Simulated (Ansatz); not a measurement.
# C: what a guessed cell relaxes into

The task: take a trial cell of C to zero force and stress.

Method: DFT PBE, scalar-relativistic, plane waves, PAW, in Ansatz 0.2.0.

1 further run of the same task is left out (for a known fault of the program).

## 1. Starting point

It takes space group Im-3m (No. 229, cubic). Conventional cell: a = 4.299 Å, b = 4.299 Å, c = 4.299 Å, α = 90.00°, β = 90.00°, γ = 90.00°. C (site symmetry -4m2) has 4 C at 1.52 Å as nearest neighbours.

Structure file:

```cif
data_structure
_symmetry_space_group_name_H-M 'P 1'
_symmetry_Int_Tables_number 1
_cell_length_a 3.7232
_cell_length_b 3.7232
_cell_length_c 3.7232
_cell_angle_alpha 109.471
_cell_angle_beta 109.471
_cell_angle_gamma 109.471
_cell_volume 39.73
loop_
_atom_site_label
_atom_site_type_symbol
_atom_site_fract_x
_atom_site_fract_y
_atom_site_fract_z
_atom_site_occupancy
C1 C 0.75000 0.25000 0.50000 1
C2 C 0.25000 0.75000 0.50000 1
C3 C 0.50000 0.25000 0.75000 1
C4 C 0.75000 0.50000 0.25000 1
C5 C 0.50000 0.75000 0.25000 1
C6 C 0.25000 0.50000 0.75000 1
```

Recipe of the guess: 4-connected net of one element (Im-3m, No. 229). Lengths come from tabulated atomic sizes and are only a guess.

## 2. The guess as it stands, on a coarse mesh

The input, input.yaml:

```yaml
crystal:
  lattice:
    - [-2.14960461, 2.14960461, 2.14960461]
    - [2.14960461, -2.14960461, 2.14960461]
    - [2.14960461, 2.14960461, -2.14960461]
  atoms:
    - { symbol: C, position: [0.75, 0.25, 0.5] }
    - { symbol: C, position: [0.25, 0.75, 0.5] }
    - { symbol: C, position: [0.5, 0.25, 0.75] }
    - { symbol: C, position: [0.75, 0.5, 0.25] }
    - { symbol: C, position: [0.5, 0.75, 0.25] }
    - { symbol: C, position: [0.25, 0.5, 0.75] }
basis:
  ecutwfc: 420
kpoints:
  mp_grid: { grid: [6, 6, 6] }
hamiltonian:
  xc: pbe
scf:
  occupations: { method: gaussian, width: 0.1 }
  lower_state_search: "off"
output:
  forces: true
  stress: true
  eigenvalues: true
```

Launch:

```
$ ansatz run input.yaml --threads 1 --pin off --max-ram 2048MiB --backend cpu --events-out ev --progress --plain --runs-dir out
```

The log of the run:

```text
[... 30 lines left out ...]
SCF 1 converged in 6 iterations: F = -1502.397762 eV  dr2 = 2.23e-10
SCF converged after 6 iterations
Free energy (F): -1502.397762 eV
Harris-Foulkes:  -1502.397762 eV  (|F-HF|=1.09e-10)
Internal energy: -1502.397762 eV  (E = F + TS)
E sigma→0 (E₀):  -1502.397762 eV
Fermi energy:    12.171872 eV
--- Per-component energies (eV) ---
  E_band       = 46.587935
  E_kinetic    = 560.604515
  E_local      = -637.623154  (includes V_loc(G=0)·N_el)
  E_nonlocal   = 162.377211
  E_hartree    = 182.929393
  E_xc         = -293.235371
  E_vxc        = -363.862785  (∫ρ·V_xc dr)
  E_paw        = -595.992963  (= ΣΔE_a)
  E_vpaw       = -40.766973  (= ΣTr[D̂ρ^β])
  E_aug_tail   = 0.000039  (compensation charges beyond the density's cutoff)
  E_ewald      = -881.457432
  E_smearing   = -0.000000  (= −TS)
  E_closure    = 0.000000  (closes the sum)
  Σ components = -1502.397762   (vs F -1502.397762, Δ=0.00e0)
--- Forces (eV/Å), atoms counted from 1 ---
  atom   1  C      0.00000000    -0.00000000    -0.00000000
  atom   2  C      0.00000000     0.00000000    -0.00000000
  atom   3  C      0.00000000     0.00000000     0.00000000
  atom   4  C      0.00000000     0.00000000     0.00000000
  atom   5  C      0.00000000    -0.00000000    -0.00000000
  atom   6  C     -0.00000000     0.00000000    -0.00000000
  max |Σ_I F_I| component: 1.40e-16 eV/Å
--- Stress (GPa, compression-positive) ---
       21.166606       0.000000       0.000000
       -0.000000      21.166606      -0.000000
        0.000000      -0.000000      21.166606
  P = ⅓ Tr σ = 21.1666 GPa (211.666 kbar)
--- Band table (eV; the first three rows and the last of 16) ---
  k-point 0: bands = ["-10.2406", "-2.1758", "-2.1758", "0.6094", "0.6094", "0.6094", "4.5034", "4.5034", "4.5034", "6.1212", "6.1212", "6.1212", "15.8925", "15.8925", "15.8925", "17.8572", "22.8144"]
  k-point 1: bands = ["-9.9356", "-3.3976", "-2.6216", "0.1234", "1.3483", "1.3901", "3.6825", "4.1233", "5.4105", "6.0816", "6.7434", "7.1992", "15.4339", "15.4567", "16.2828", "18.8720", "22.7733"]
  k-point 2: bands = ["-9.0586", "-5.4072", "-3.2237", "-0.5501", "2.1468", "2.7619", "2.8308", "4.0252", "5.6864", "7.0791", "7.2195", "8.6064", "15.3296", "15.5099", "17.3507", "20.5825", "20.8970"]
  k-point 15: bands = ["-6.6080", "-6.6080", "-2.5342", "-2.5342", "-2.5342", "-1.2515", "6.6891", "6.6891", "6.6891", "10.8022", "10.8022", "10.8022", "15.2567", "15.2567", "15.2567", "16.5138", "21.8268"]
```

Wall time 0.82 s (1 thread of Arm Neoverse V1, shared host); peak memory 0.26 GiB.

From the probe: pressure 21.2 GPa, largest force 0.00 eV/Å, gap on this mesh 2.74 eV. A guess like this is first relaxed loosely on the coarse mesh.

## 3. Coarse relaxation

input.yaml, as its differences from that of step 2:

```diff
@@ -25 +25,6 @@
   eigenvalues: true
+relax:
+  adjacent_minimum: "off"
+  f_tol: 0.04
+  max_steps: 70
+  cell: { stress_tol: 0.4 }
```

Launch:

```
$ ansatz run input.yaml --threads 1 --pin off --max-ram 2048MiB --backend cpu --events-out ev --progress --plain --runs-dir out
```

The log of the run:

```text
Warning: RAYON_NUM_THREADS=1 ignored (pool sized by the plan → 1); use --threads N
Engine: ansatz 0.2.0, aarch64-unknown-linux-gnu
Pseudopotentials: kind: paw
Pseudopotential: C, paw, valence charge 4, recommended cutoff 420 eV (normal), C.paw.azcp
Functional definition: PBE
  parameter kappa = 0.804
  parameter beta = 0.06672455060314922
  exchange = pbe_x(kappa = kappa, mu = beta*pi^2/3)
  correlation = pbe_c(beta = beta)
Crystal: 6 atoms, lattice volume = 39.732 Å³
Basis set: ecut = 420 eV, 767 PW (Γ), exchange–correlation on 50×50×50 points (8 copies of the dense FFT grid, shifted against one another)
Bands: 18, of which v1, the nominal top of the filled ones, is band 12 counted from 1 (11 counted from 0)
Symmetry: 48 space group operations
Space group: Im-3m (ITA 229), of the structure as read, at distance tolerance 3.4e-5 Å
k-points: 16 of 216
Non-local potential: C, projectors of the file, l = 0: 2, l = 1: 2, l = 2: 1
PAW form: soft (Blöchl's): semilocal exchange-correlation on the pseudo side does not see the compensation charge
PAW one-centre angular grid: C, 110 points (default); XC on 64 Gauss nodes
Initial density: superposition of atomic densities (neutral atoms: chi_scale 0, normalization atom), corrected by the library's trained network
Initial wavefunctions: pseudopotential atomic-orbital guess
Functional: x = pbe(κ = 0.804, μ = 0.2195149727645171), c = pbe(β = 0.06672455060314922)
SCF iter   1: F=—  HF=-1502.388237 eV  |F-HF|=—  |Δ(HF+E_count)|=         —  Δρ=7.11e-3  dr2=1.13e-2  ethr=1.77e-3  ⟨swp⟩=6.2  Hψ=1534  notcnv=0
preconditioner: auto → none  [insulator: Δε(μ)=2.732 eV  Ē_g=16.382 eV  σ=0.100 eV  W_gap=1.00  n_scr=12 (ndim 8)  ℏωp=28.9 eV  f_vac=0.038  D(μ)=0.00/eV (n_scr^D=0)  ε∞_Penn≈4.1]
SCF iter   2: F=—  HF=-1502.394407 eV  |F-HF|=—  |Δ(HF+E_count)|=   6.17e-3  Δρ=3.32e-3  dr2=2.21e-3  ethr=4.72e-5  ⟨swp⟩=2.4  Hψ=601  notcnv=0  defer=3
SCF iter   3: F=—  HF=-1502.397696 eV  |F-HF|=—  |Δ(HF+E_count)|=   3.29e-3  Δρ=3.65e-4  dr2=2.77e-5  ethr=9.22e-6  ⟨swp⟩=2.0  Hψ=493  notcnv=0  defer=3
SCF iter   4: F=—  HF=-1502.397762 eV  |F-HF|=—  |Δ(HF+E_count)|=   6.54e-5  Δρ=3.26e-5  dr2=3.77e-7  ethr=1.16e-7  ⟨swp⟩=2.1  Hψ=447  notcnv=0  defer=4
iter 5 did not close the SCF: its close was put off for the readings that it lacked (scf_convergence_deferred on its scf_iter line)
SCF iter   5: F=-1502.397762 eV  HF=-1502.397762 eV  |F-HF|=1.02e-9  |Δ(HF+E_count)|=   3.05e-8  Δρ=5.33e-6  dr2=9.17e-9  ethr=1.57e-9  ⟨swp⟩=2.0  Hψ=455  notcnv=0  defer=4
SCF iter   6: F=-1502.397762 eV  HF=-1502.397762 eV  |F-HF|=1.09e-10  |Δ(HF+E_count)|=  5.82e-10  Δρ=9.20e-7  dr2=2.22e-10  ethr=3.82e-11  ⟨swp⟩=6.6  Hψ=1259  notcnv=0
SCF 1 converged in 6 iterations: F = -1502.397762 eV  dr2 = 2.22e-10
relax step   1: F+E_penalty+E_count = -1502.39776170 eV  Δ(F+E_penalty+E_count) = +0.000e0 eV  max|allowed force component| = 1.621e-16 eV/Å  Δτ_max = 0.0000 Å  P = +21.167 GPa  Ω = 39.732 Å³  (6 SCF iters, dr2 threshold 1.00e-7 eV, accepted)
Crystal: 6 atoms, lattice volume = 41.053 Å³
Basis set: ecut = 420 eV, 791 PW (Γ), exchange–correlation on 50×50×50 points (8 copies of the dense FFT grid, shifted against one another)
Initial density: handed on by an earlier stage of this run
Initial wavefunctions: those handed on with the density
iter 1 solved again at ethr=1.29e-4 eV; its pass at ethr=3.10e-3 eV (dr2=3.09e-2 eV) is discarded
SCF iter   1: F=—  HF=-1502.522935 eV  |F-HF|=—  |Δ(HF+E_count)|=         —  Δρ=8.08e-3  dr2=3.04e-2  ethr=1.29e-4  ⟨swp⟩=1.2  Hψ=1910  notcnv=0
preconditioner: auto → none  [insulator: Δε(μ)=2.647 eV  Ē_g=16.029 eV  σ=0.100 eV  W_gap=1.00  n_scr=12 (ndim 8)  ℏωp=28.4 eV  f_vac=0.065  D(μ)=0.00/eV (n_scr^D=0)  ε∞_Penn≈4.1]
SCF iter   2: F=—  HF=-1502.512269 eV  |F-HF|=—  |Δ(HF+E_count)|=   1.07e-2  Δρ=2.50e-3  dr2=3.10e-3  ethr=1.27e-4  ⟨swp⟩=2.1  Hψ=471  notcnv=0
SCF iter   3: F=—  HF=-1502.511373 eV  |F-HF|=—  |Δ(HF+E_count)|=   8.96e-4  Δρ=2.84e-4  dr2=2.37e-5  ethr=1.29e-5  ⟨swp⟩=2.9  Hψ=514  notcnv=0
SCF iter   4: F=—  HF=-1502.511400 eV  |F-HF|=—  |Δ(HF+E_count)|=   2.71e-5  Δρ=2.28e-5  dr2=1.01e-7  ethr=2.50e-9  ⟨swp⟩=5.8  Hψ=1678  notcnv=0
SCF iter   5: F=-1502.511400 eV  HF=-1502.511400 eV  |F-HF|=1.36e-9  |Δ(HF+E_count)|=   1.54e-7  Δρ=2.12e-6  dr2=6.43e-10  ethr=4.22e-10  ⟨swp⟩=2.2  Hψ=946  notcnv=0
SCF 2 converged in 5 iterations: F = -1502.511400 eV  dr2 = 6.43e-10
relax step   2: F+E_penalty+E_count = -1502.51140017 eV  Δ(F+E_penalty+E_count) = -1.136e-1 eV  max|allowed force component| = 1.411e-16 eV/Å  Δτ_max = 0.0000 Å  P = +8.242 GPa  Ω = 41.053 Å³  energy of the carried Pulay correction = -6.407e-3 eV  (5 SCF iters, dr2 threshold 6.00e-7 eV, accepted)
Crystal: 6 atoms, lattice volume = 41.943 Å³
iter 1 solved again at ethr=5.60e-5 eV; its pass at ethr=3.10e-3 eV (dr2=1.34e-2 eV) is discarded
SCF iter   1: F=—  HF=-1502.535840 eV  |F-HF|=—  |Δ(HF+E_count)|=         —  Δρ=5.08e-3  dr2=1.23e-2  ethr=5.60e-5  ⟨swp⟩=1.8  Hψ=1807  notcnv=0
preconditioner: auto → none  [insulator: Δε(μ)=2.678 eV  Ē_g=15.824 eV  σ=0.100 eV  W_gap=1.00  n_scr=12 (ndim 8)  ℏωp=28.1 eV  f_vac=0.064  D(μ)=0.00/eV (n_scr^D=0)  ε∞_Penn≈4.2]
SCF iter   2: F=—  HF=-1502.531528 eV  |F-HF|=—  |Δ(HF+E_count)|=   4.31e-3  Δρ=1.59e-3  dr2=1.28e-3  ethr=5.12e-5  ⟨swp⟩=2.0  Hψ=468  notcnv=0
SCF iter   3: F=—  HF=-1502.531160 eV  |F-HF|=—  |Δ(HF+E_count)|=   3.68e-4  Δρ=1.78e-4  dr2=9.35e-6  ethr=5.31e-6  ⟨swp⟩=2.9  Hψ=518  notcnv=0
SCF iter   4: F=—  HF=-1502.531184 eV  |F-HF|=—  |Δ(HF+E_count)|=   2.44e-5  Δρ=1.43e-5  dr2=4.41e-8  ethr=2.50e-9  ⟨swp⟩=7.8  Hψ=1562  notcnv=0
SCF iter   5: F=-1502.531184 eV  HF=-1502.531184 eV  |F-HF|=2.86e-10  |Δ(HF+E_count)|=   6.46e-8  Δρ=1.29e-6  dr2=2.89e-10  ethr=1.84e-10  ⟨swp⟩=1.8  Hψ=897  notcnv=0
SCF 3 converged in 5 iterations: F = -1502.531184 eV  dr2 = 2.89e-10
relax step   3: F+E_penalty+E_count = -1502.53118415 eV  Δ(F+E_penalty+E_count) = -1.978e-2 eV  max|allowed force component| = 1.934e-16 eV/Å  Δτ_max = 0.0000 Å  P = +0.516 GPa  Ω = 41.943 Å³  energy of the carried Pulay correction = -1.060e-2 eV  (5 SCF iters, dr2 threshold 6.00e-7 eV, accepted)
Crystal: 6 atoms, lattice volume = 42.004 Å³
iter 1 solved again at ethr=2.46e-7 eV; its pass at ethr=3.10e-3 eV (dr2=5.90e-5 eV) is discarded
SCF iter   1: F=—  HF=-1502.530997 eV  |F-HF|=—  |Δ(HF+E_count)|=         —  Δρ=3.38e-4  dr2=5.41e-5  ethr=2.46e-7  ⟨swp⟩=1.8  Hψ=1749  notcnv=0
preconditioner: auto → none  [insulator: Δε(μ)=2.729 eV  Ē_g=15.824 eV  σ=0.100 eV  W_gap=1.00  n_scr=12 (ndim 8)  ℏωp=28.1 eV  f_vac=0.060  D(μ)=0.00/eV (n_scr^D=0)  ε∞_Penn≈4.1]
SCF iter   2: F=—  HF=-1502.531003 eV  |F-HF|=—  |Δ(HF+E_count)|=   5.64e-6  Δρ=1.06e-4  dr2=5.64e-6  ethr=2.25e-7  ⟨swp⟩=2.1  Hψ=469  notcnv=0
SCF iter   3: F=-1502.531001 eV  HF=-1502.531001 eV  |F-HF|=1.87e-8  |Δ(HF+E_count)|=   1.60e-6  Δρ=1.17e-5  dr2=4.09e-8  ethr=2.50e-9  ⟨swp⟩=6.4  Hψ=1390  notcnv=0
SCF 4 converged in 3 iterations: F = -1502.531001 eV  dr2 = 4.09e-8
relax step   4: F+E_penalty+E_count = -1502.53100122 eV  Δ(F+E_penalty+E_count) = +1.829e-4 eV  max|allowed force component| = 2.836e-16 eV/Å  Δτ_max = 0.0000 Å  P = +0.013 GPa  Ω = 42.004 Å³  energy of the carried Pulay correction = -1.089e-2 eV  (3 SCF iters, dr2 threshold 6.00e-7 eV, accepted)
Basis set: ecut = 420 eV, 791 PW (Γ), exchange–correlation on 54×54×54 points (8 copies of the dense FFT grid, shifted against one another)
Initial wavefunctions: pseudopotential atomic-orbital guess (no wavefunctions were taken with the density)
iter 1 solved again at ethr=9.94e-8 eV; its pass at ethr=3.10e-3 eV (dr2=2.39e-5 eV) is discarded
SCF iter   1: F=—  HF=-1502.545364 eV  |F-HF|=—  |Δ(HF+E_count)|=         —  Δρ=4.66e-4  dr2=1.35e-5  ethr=9.94e-8  ⟨swp⟩=3.1  Hψ=2301  notcnv=0
preconditioner: auto → none  [insulator: Δε(μ)=2.737 eV  Ē_g=15.825 eV  σ=0.100 eV  W_gap=1.00  n_scr=12 (ndim 8)  ℏωp=28.1 eV  f_vac=0.059  D(μ)=0.00/eV (n_scr^D=0)  ε∞_Penn≈4.1]
SCF iter   2: F=—  HF=-1502.545381 eV  |F-HF|=—  |Δ(HF+E_count)|=   1.68e-5  Δρ=2.31e-4  dr2=2.94e-6  ethr=5.62e-8  ⟨swp⟩=2.0  Hψ=477  notcnv=0
SCF iter   3: F=—  HF=-1502.545388 eV  |F-HF|=—  |Δ(HF+E_count)|=   7.38e-6  Δρ=1.56e-5  dr2=1.30e-8  ethr=1.22e-8  ⟨swp⟩=2.7  Hψ=503  notcnv=0
SCF iter   4: F=-1502.545388 eV  HF=-1502.545388 eV  |F-HF|=3.23e-10  |Δ(HF+E_count)|=   4.56e-8  Δρ=1.23e-6  dr2=1.37e-10  ethr=1.60e-11  ⟨swp⟩=6.2  Hψ=1267  notcnv=0
SCF 5 converged in 4 iterations: F = -1502.545388 eV  dr2 = 1.37e-10
relax step   5: F+E_penalty+E_count = -1502.54538800 eV  Δ(F+E_penalty+E_count) = -1.439e-2 eV  max|allowed force component| = 1.124e-16 eV/Å  Δτ_max = 0.0000 Å  P = +0.521 GPa  Ω = 42.004 Å³  stress off target by 5.21e-1 GPa  SCF on the basis re-selected at this cell (its energy is not comparable with the rows above)  (4 SCF iters)
basis re-selected at this cell: Δ(F+E_penalty+E_count) = -1.439e-2 eV, ΔP = +0.507 GPa vs the last step (what re-selecting the basis moved, of the pressure what is left beyond the Pulay correction that the steps carried, after the strain that the cell walked since its last selection, with what the two solves' SCF thresholds leave and, on support functions, any second-order correction that the steps lacked; it is no measure of the basis error at this ecutwfc). The dense FFT grid was sized anew with the basis: this SCF ran on 27×27×27 points, the steps before it on 25×25×25, so part of this shift can come from that change (see relax.cell in the input reference). This SCF's stress stands 5.21e-1 GPa from its target on what of the cell is left free (relax.cell.stress_tol is 4.00e-1 GPa) and its largest allowed force component is 1.12e-16 eV/Å (relax.f_tol is 4.00e-2 eV/Å): not within both, so this SCF does not close the relaxation
Crystal: 6 atoms, lattice volume = 42.067 Å³
iter 1 solved again at ethr=2.63e-7 eV; its pass at ethr=3.10e-3 eV (dr2=6.32e-5 eV) is discarded
SCF iter   1: F=—  HF=-1502.545215 eV  |F-HF|=—  |Δ(HF+E_count)|=         —  Δρ=3.49e-4  dr2=5.78e-5  ethr=2.63e-7  ⟨swp⟩=1.8  Hψ=1769  notcnv=0
preconditioner: auto → none  [insulator: Δε(μ)=2.733 eV  Ē_g=15.808 eV  σ=0.100 eV  W_gap=1.00  n_scr=12 (ndim 8)  ℏωp=28.0 eV  f_vac=0.062  D(μ)=0.00/eV (n_scr^D=0)  ε∞_Penn≈4.1]
SCF iter   2: F=—  HF=-1502.545191 eV  |F-HF|=—  |Δ(HF+E_count)|=   2.38e-5  Δρ=1.09e-4  dr2=6.02e-6  ethr=2.41e-7  ⟨swp⟩=2.1  Hψ=471  notcnv=0
SCF iter   3: F=-1502.545190 eV  HF=-1502.545190 eV  |F-HF|=1.86e-8  |Δ(HF+E_count)|=   1.72e-6  Δρ=1.20e-5  dr2=4.34e-8  ethr=2.50e-9  ⟨swp⟩=3.4  Hψ=1251  notcnv=0
SCF 6 converged in 3 iterations: F = -1502.545190 eV  dr2 = 4.34e-8
relax step   6: F+E_penalty+E_count = -1502.54518979 eV  Δ(F+E_penalty+E_count) = +1.982e-4 eV  max|allowed force component| = 2.027e-16 eV/Å  Δτ_max = 0.0000 Å  P = +0.013 GPa  Ω = 42.067 Å³  energy of the carried Pulay correction = -3.033e-4 eV  (3 SCF iters, dr2 threshold 6.00e-7 eV, accepted)
iter 1 solved again at ethr=6.46e-8 eV; its pass at ethr=3.10e-3 eV (dr2=1.55e-5 eV) is discarded
SCF iter   1: F=—  HF=-1502.545521 eV  |F-HF|=—  |Δ(HF+E_count)|=         —  Δρ=1.71e-5  dr2=5.46e-8  ethr=6.46e-8  ⟨swp⟩=3.1  Hψ=2326  notcnv=0
preconditioner: auto → none  [insulator: Δε(μ)=2.737 eV  Ē_g=15.809 eV  σ=0.100 eV  W_gap=1.00  n_scr=12 (ndim 8)  ℏωp=28.0 eV  f_vac=0.059  D(μ)=0.00/eV (n_scr^D=0)  ε∞_Penn≈4.1]
SCF iter   2: F=—  HF=-1502.545516 eV  |F-HF|=—  |Δ(HF+E_count)|=   5.05e-6  Δρ=8.16e-6  dr2=1.27e-8  ethr=2.27e-10  ⟨swp⟩=2.3  Hψ=441  notcnv=0
SCF iter   3: F=-1502.545516 eV  HF=-1502.545516 eV  |F-HF|=3.41e-11  |Δ(HF+E_count)|=   9.04e-9  Δρ=3.12e-7  dr2=1.87e-11  ethr=1.60e-11  ⟨swp⟩=6.2  Hψ=1243  notcnv=0
SCF 7 converged in 3 iterations: F = -1502.545516 eV  dr2 = 1.87e-11
relax step   7: F+E_penalty+E_count = -1502.54551594 eV  Δ(F+E_penalty+E_count) = -3.261e-4 eV  max|allowed force component| = 1.958e-16 eV/Å  Δτ_max = 0.0000 Å  P = +0.019 GPa  Ω = 42.067 Å³  stress off target by 1.86e-2 GPa  SCF on the basis re-selected at this cell (its energy is not comparable with the rows above)  (3 SCF iters)
basis re-selected at this cell: Δ(F+E_penalty+E_count) = -3.261e-4 eV, ΔP = +0.006 GPa vs the last step (what re-selecting the basis moved, of the pressure what is left beyond the Pulay correction that the steps carried, after the strain that the cell walked since its last selection, with what the two solves' SCF thresholds leave and, on support functions, any second-order correction that the steps lacked; it is no measure of the basis error at this ecutwfc). This SCF's stress stands 1.86e-2 GPa from its target on what of the cell is left free (relax.cell.stress_tol is 4.00e-1 GPa) and its largest allowed force component is 1.96e-16 eV/Å (relax.f_tol is 4.00e-2 eV/Å): within both
SCF converged after 3 iterations
Free energy (F): -1502.545516 eV
Harris-Foulkes:  -1502.545516 eV  (|F-HF|=3.41e-11)
Internal energy: -1502.545516 eV  (E = F + TS)
E sigma→0 (E₀):  -1502.545516 eV
Fermi energy:    11.256900 eV
--- Per-component energies (eV) ---
  E_band       = 33.044496
  E_kinetic    = 549.070694
  E_local      = -646.827529  (includes V_loc(G=0)·N_el)
  E_nonlocal   = 160.301226
  E_hartree    = 185.008148
  E_xc         = -290.310732
  E_vxc        = -360.029578  (∫ρ·V_xc dr)
  E_paw        = -594.952886  (= ΣΔE_a)
  E_vpaw       = -39.486722  (= ΣTr[D̂ρ^β])
  E_aug_tail   = 0.000047  (compensation charges beyond the density's cutoff)
  E_ewald      = -864.834483
  E_smearing   = -0.000000  (= −TS)
  E_closure    = 0.000000  (closes the sum)
  Σ components = -1502.545516   (vs F -1502.545516, Δ=0.00e0)
--- Forces (eV/Å), atoms counted from 1 ---
  atom   1  C      0.00000000    -0.00000000     0.00000000
  atom   2  C     -0.00000000     0.00000000     0.00000000
  atom   3  C     -0.00000000     0.00000000    -0.00000000
  atom   4  C      0.00000000    -0.00000000    -0.00000000
  atom   5  C      0.00000000    -0.00000000    -0.00000000
  atom   6  C     -0.00000000     0.00000000     0.00000000
  max |Σ_I F_I| component: 2.03e-16 eV/Å
--- Stress (GPa, compression-positive) ---
        0.018626      -0.000000      -0.000000
        0.000000       0.018626      -0.000000
       -0.000000       0.000000       0.018626
  P = ⅓ Tr σ = 0.0186 GPa (0.186 kbar)
--- Band table (eV; the first three rows and the last of 16) ---
  k-point 0: bands = ["-10.4423", "-2.5709", "-2.5709", "-0.1064", "-0.1064", "-0.1064", "3.9872", "3.9872", "3.9872", "5.5062", "5.5062", "5.5062", "14.9342", "14.9342", "14.9342", "17.0169", "21.0881", "21.0881"]
  k-point 1: bands = ["-10.1496", "-3.8195", "-3.0322", "-0.5345", "0.6443", "0.7783", "3.2092", "3.5863", "4.8184", "5.4486", "6.0820", "6.5183", "14.4650", "14.4950", "15.3052", "17.9793", "21.2943", "21.4276"]
  k-point 2: bands = ["-9.3084", "-5.7812", "-3.6326", "-1.1490", "1.6797", "2.0485", "2.4023", "3.3974", "5.0167", "6.3886", "6.5064", "7.8321", "14.2898", "14.5763", "16.3138", "19.2942", "19.7603", "20.0186"]
  k-point 15: bands = ["-6.9834", "-6.9834", "-2.9589", "-2.9589", "-2.9589", "-1.5316", "6.0216", "6.0216", "6.0216", "9.8899", "9.8899", "9.8899", "14.0888", "14.0888", "14.0888", "15.8133", "20.4901", "20.4901"]
--- Relaxed structure (5 steps of the walk, 5 accepted, 2 SCFs on fresh bases) ---
  F+E_penalty+E_count = -1502.54551594 eV   max|allowed force component| = 1.958e-16 eV/Å   (the final SCF, on the basis selected at the relaxed cell)
  cell:  # Å, volume = 42.0669 Å³
    - [-2.190922074203897, 2.190922074203897, 2.190922074203897]
    - [2.190922074203897, -2.190922074203897, 2.190922074203897]
    - [2.190922074203897, 2.190922074203897, -2.190922074203897]
  atoms:
    - { symbol: C, position: [0.75, 0.25, 0.5] }
    - { symbol: C, position: [0.25, 0.75, 0.5] }
    - { symbol: C, position: [0.5, 0.25, 0.75] }
    - { symbol: C, position: [0.75, 0.5, 0.25] }
    - { symbol: C, position: [0.5, 0.75, 0.25] }
    - { symbol: C, position: [0.25, 0.5, 0.75] }
```

It took 5.7 s on 1 thread of Arm Neoverse V1, shared host; peak memory 0.27 GiB.

The steps of the relaxation:

| step | E - E(step 1) (eV/cell) | largest force component (eV/Å) | pressure (GPa) | volume (Å³) |
| --- | --- | --- | --- | --- |
| 1 | 0.0000 | 0.0000 | 21.17 | 39.73 |
| 2 | -0.1136 | 0.0000 | 8.24 | 41.05 |
| 3 | -0.1334 | 0.0000 | 0.52 | 41.94 |
| 4 | -0.1332 | 0.0000 | 0.01 | 42.00 |
| 5 | -0.1476 | 0.0000 | 0.52 | 42.00 |
| 6 | -0.1474 | 0.0000 | 0.01 | 42.07 |
| 7 | -0.1478 | 0.0000 | 0.02 | 42.07 |

Step 1 is the start. Steps 5, 7 each repeat the geometry before them on a plane-wave basis chosen anew, so the energy can jump there without any move.

Lengths and angles in the start's conventional setting:

|  | before | after | change |
| --- | --- | --- | --- |
| a (Å) | 4.299 | 4.382 | +1.9 % |
| b (Å) | 4.299 | 4.382 | +1.9 % |
| c (Å) | 4.299 | 4.382 | +1.9 % |
| volume (Å³/atom) | 6.62 | 7.01 | +5.9 % |
| shortest distance (Å) | 1.520 | 1.549 | +1.9 % |
| space group (0.01 Å) | Im-3m | Im-3m | same |

The run keeps the 48 symmetry operations of the start, so it could not have lowered the symmetry.

[end of part 1 of 2]
